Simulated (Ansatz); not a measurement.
## Cu: pressure and energy change per atom as volume scale varies

Plane-wave DFT, scalar-relativistic PAW made under PBE with cores redone for the functional, no dispersion; the given relaxed cell is scaled uniformly, energy at zero smearing counts from the unscaled cell, pressure at the given Fermi-Dirac smearing is positive in compression. The results are calculated, by Ansatz 0.2.0.

The cell before it is scaled or strained (space group P6/mmm, No. 191):
```
cell vectors (Å)
   4.1618     0.0000     0.0000
  -2.0809     3.6042     0.0000
   0.0000     0.0000     2.5001
atoms (fractions of the cell vectors)
Cu  0.00000  1.00000  1.00000
Cu  0.33333  0.66667  0.50000
Cu  0.66667  0.33333  0.50000
```

Settings of every row: spin polarised no; functional revPBE; wave cutoff 420 eV; smearing width 0.1 eV; k mesh 12x12x16.

Atom starting moment: 0 on all atoms.

Limits: the cell comes from a prototype or a list of computed structures and needn't be the stable phase.

```
row  volume scale  V (Å³/atom)  pressure (GPa)  energy change per atom (meV)
  1          0.88           11           21.62                         88.73
  2          0.92         11.5            12.6                         35.99
  3          0.96           12               ?                             ?
  4          1.04           13           -4.35                          7.13
  5          1.08       13.501           -7.74                         26.29
  6          1.12       14.001          -10.38                         54.82
```

Question: what pressure and energy change per atom should row 3 give?

Worked fit of pressure. Take u = (V_r/V)^(2/3) − 1 with V_r = 13 Å³ an atom, which is twice the finite (Eulerian) strain; such expansions in the strain, on which the Birch-Murnaghan equation of state is built, carry the rest volume and the bulk modulus. The shown rows have u = 0.11781, 0.08517, 0, -0.02489, -0.04825. Least squares give pressure = −4.407 + 150.858 × u + 589.68 × u² GPa; a straight line predicts inner rows, each left out in turn, worse (root mean square 1.7 against 0.16 GPa). The rows lie off it by 0.07, -0.12, 0.06, 0.06, -0.07 (root mean square 0.079 GPa). The withheld row has u = 0.05481, so the fit gives −4.407 + 150.858 × (0.05481) + 589.68 × (0.05481)² = 5.63 GPa.

The calculation gave 5.53 GPa. The fit lies 0.10 GPa (1.8 % of the value, 0.31 % of the column's range) above it; its largest miss of a shown row is 0.12 GPa.

Worked fit of energy change per atom. Take u = (V_r/V)^(2/3) − 1 with V_r = 13 Å³ an atom, which is twice the finite (Eulerian) strain; such expansions in the strain, on which the Birch-Murnaghan equation of state is built, carry the rest volume and the bulk modulus. The shown rows have u = 0.11781, 0.08517, 0, -0.02489, -0.04825. Least squares give energy change per atom = 6.614 − 516.197 × u + 10253.64 × u² meV; a straight line predicts inner rows, each left out in turn, worse (root mean square 29 against 1.4 meV). The rows lie off it by 0.62, -1.04, 0.52, 0.48, -0.57 (root mean square 0.68 meV). The withheld row has u = 0.05481, so the fit gives 6.614 − 516.197 × (0.05481) + 10253.64 × (0.05481)² = 9.12 meV.

The calculation gave 8.21 meV. The fit lies 0.91 meV (11 % of the value, 1.1 % of the column's range) above it; its largest miss of a shown row is 1.04 meV.
